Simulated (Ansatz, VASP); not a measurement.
# Two plane-wave programs on BaTiO3

Contents of POSCAR:

```
BaTiO3
1.0
    3.9940959546      0.0000000000      0.0000000000
    0.0000000000      3.9940959546      0.0000000000
    0.0000000000      0.0000000000      3.9940959546
Ba Ti O
1 1 3
Direct
    0.5000000000      0.5000000000      0.5000000000
    0.0000000000      0.0000000000      0.0000000000
    0.5000000000      0.0000000000      0.0000000000
    0.0000000000      0.5000000000      0.0000000000
    0.0000000000      0.0000000000      0.5000000000
```

File INCAR.step1:

```
ALGO     = Normal         # electronic algorithm
EDIFF    = 1E-4           # SCF threshold, eV
ENCUT    = 520            # plane-wave cutoff, eV
GGA      = PE             # functional
ISMEAR   = 0              # smearing method
LASPH    = True           # aspherical terms in the spheres
LCHARG   = False          # write CHGCAR
LREAL    = False          # projectors in reciprocal space
LWAVE    = True           # write WAVECAR
NBANDS   = 28             # bands
NELM     = 80             # most SCF steps
PREC     = Accurate       # precision mode
SIGMA    = 0.01           # smearing width, eV
```

INCAR.step2

```
ALGO     = Normal         # electronic algorithm
EDIFF    = 1E-7           # SCF threshold, eV
ENCUT    = 520            # plane-wave cutoff, eV
ISIF     = 2              # what is computed and relaxed
ISMEAR   = 0              # smearing method
ISTART   = 1            
LASPH    = True           # aspherical terms in the spheres
LCHARG   = True           # write CHGCAR
LELF     = True           # ELF
LMIXTAU  = True         
LREAL    = False          # projectors in reciprocal space
LVHAR    = True         
LWAVE    = False          # write WAVECAR
METAGGA  = R2SCAN         # meta-GGA
NBANDS   = 28             # bands
NELM     = 80             # most SCF steps
PREC     = Accurate       # precision mode
SIGMA    = 0.01           # smearing width, eV
```

File KPOINTS:

```
k-points
0
Gamma
  6 6 6
```

Input for Ansatz:

```yaml
crystal:
  lattice:
    - [3.9940959546, 0.0, 0.0]
    - [0.0, 3.9940959546, 0.0]
    - [0.0, 0.0, 3.9940959546]
  atoms:
    - { symbol: Ba, position: [0.5, 0.5, 0.5] }
    - { symbol: Ti, position: [0.0, 0.0, 0.0] }
    - { symbol: O, position: [0.5, 0.0, 0.0] }
    - { symbol: O, position: [0.0, 0.5, 0.0] }
    - { symbol: O, position: [0.0, 0.0, 0.5] }
kpoints:
  mp_grid: { grid: [6, 6, 6] }
  band_path:
    path: [[0.0, 0.0, 0.0], [0.0, 0.5, 0.0], [0.5, 0.5, 0.0], [0.5, 0.5, 0.5]]
    npoints: 1
hamiltonian:
  xc: r2scan
scf:
  occupations: { method: fixed }
  n_extra_bands: 5
output:
  forces: true
  stress: true
  eigenvalues: true
  write_density: true
  write_potential: true
  elf: true
  volumetric_format: npy
```

Alike in both runs: task single point; functional r2SCAN; k mesh 6 × 6 × 6; no spin polarisation.

|  | VASP | Ansatz |
| --- | --- | --- |
| version | VASP 6.6.1 | Ansatz 0.2.0 |
| potentials or method | VASP PAW PBE potentials, release 64 (Ba_sv, Ti_sv, O) | plane waves, PAW |
| plane-wave cutoff (eV) | 520 | 500 |
| occupations | gaussian, width 0.01 eV | fixed |
| valence electrons in the cell | 40 | 40 |

Ansatz gave:

| Item | Value |
| --- | --- |
| gap on the k mesh at the Fermi level (eV) | 2.17 |
| pressure (GPa) | 0.0 |

**Question.** Estimate VASP's values.

**Answer.** gap on the k mesh at the Fermi level (eV): 2.15; pressure (GPa): 2.0.

Caveats: the PAW data sets were made with another functional, which shifts forces and pressure a little (VASP); spin-orbit coupling is left out, which moves the levels of the heavy elements. r2SCAN opens gaps a little over a GGA but as a rule still falls short of measured ones. A k mesh can miss the band edges.
